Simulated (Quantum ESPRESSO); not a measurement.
The system is FeO (Wuestite).

```
Fe O
1.0
     0.00000    2.15540    2.15540
     2.15540    0.00000    2.15540
     2.15540    2.15540    0.00000
Fe O
1 1
Direct
  0.00000 0.00000 0.00000
  0.50000 0.50000 0.50000
```

```yaml
Program: Quantum ESPRESSO 7.5
Task: relaxation of cell and atoms
Functional: PBEsol
Dispersion: D3
Potentials_or_basis: GBRV 1.5 PBEsol
Cutoff: 762 eV
Density_cutoff: 6095 eV
k_mesh: 11 × 11 × 11
Occupations: fermi-dirac, width 0.05 eV
Spin: collinear spin, ferromagnetic start
Starting_moments: "[3.0, 0.0] μB"
```

At the start: pressure -10.1 GPa; volume 10.01 Å³/atom.

Question: Where does the relaxation end?

Answer: Over 14 steps the energy falls by 16.8 meV/atom and the volume is 9.51 Å³/atom (-5.0 %); space group Fm-3m (No. 225, to 0.05 Å); moment 4.00 μB per cell.

Step by step:
```csv
step,energy change (eV),largest force (eV/Å),pressure (GPa),volume (Å³)
1,0.0000,0.0000,-10.10,20.03
2,-0.0108,0.0000,-8.48,19.84
3,-0.0253,0.0000,-5.33,19.50
4,-0.0334,0.0000,-0.91,19.07
5,-0.0287,0.0000,4.20,18.63
6,-0.0292,0.0000,3.98,18.65
7,-0.0300,0.0000,3.57,18.69
8,-0.0310,0.0000,2.98,18.73
9,-0.0321,0.0000,2.25,18.79
10,-0.0329,0.0000,1.43,18.86
11,-0.0334,0.0000,0.54,18.94
12,-0.0336,0.0000,-0.35,19.02
13,-0.0336,0.0000,-0.34,19.02
14,-0.0336,0.0000,-0.34,19.02
```

Final structure:
```xyz
2
Lattice="2.9961 0.0000 0.0000 1.4980 2.5947 0.0000 1.4980 0.8649 2.4463" Properties=species:S:1:pos:R:3 pbc="T T T"
Fe    0.0000    0.0000    0.0000
O     2.9961    1.7298    1.2232
```

Caveat: a cell with one magnetic atom can't hold antiferromagnetic order, which such compounds often take; pairwise dispersion overbinds metals, which lowers pressure and volume.
